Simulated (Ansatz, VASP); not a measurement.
**One calculation of Pt, 3 ways**

The starting cell:

```xyz
1
Lattice="0.0000 1.9609 1.9609 1.9609 0.0000 1.9609 1.9609 1.9609 0.0000" Properties=species:S:1:pos:R:3 pbc="T T T"
Pt    0.0000    0.0000    0.0000
```

Alike in all runs: task relaxation of cell and atoms; functional BLYP; dispersion D4; k mesh 12 × 12 × 12; occupations fermi-dirac, width 0.05 eV; no spin polarisation; no spin-orbit coupling.

```csv
program and potentials,plane-wave cutoff (eV),notes,equilibrium volume (Å³/atom)
"Ansatz, Ansatz PAW",420,"potentials made for PBE, which Ansatz adapts in part; 18 valence electrons an atom on average",15.64
"VASP, PBE PAW files Pt, 600 eV",600,potentials made for PBE; 10 valence electrons an atom on average,15.72
"Ansatz, all-electron LAPW, scalar-relativistic",-,-,15.64
```

The equilibrium volume spans 15.64 (Ansatz, all-electron LAPW, scalar-relativistic) to 15.72 Å³/atom (VASP, PBE PAW files Pt, 600 eV), with all-electron results at 15.64. Some sets were made for another functional than the one run, which can shift their rows. Relaxations stop with a little pressure left, so the last digit of a volume isn't settled.

Differences between rows come from potentials, basis sets and numerical settings, since the functional is the same but for its coding. Runs on potential files found faulty are left out.
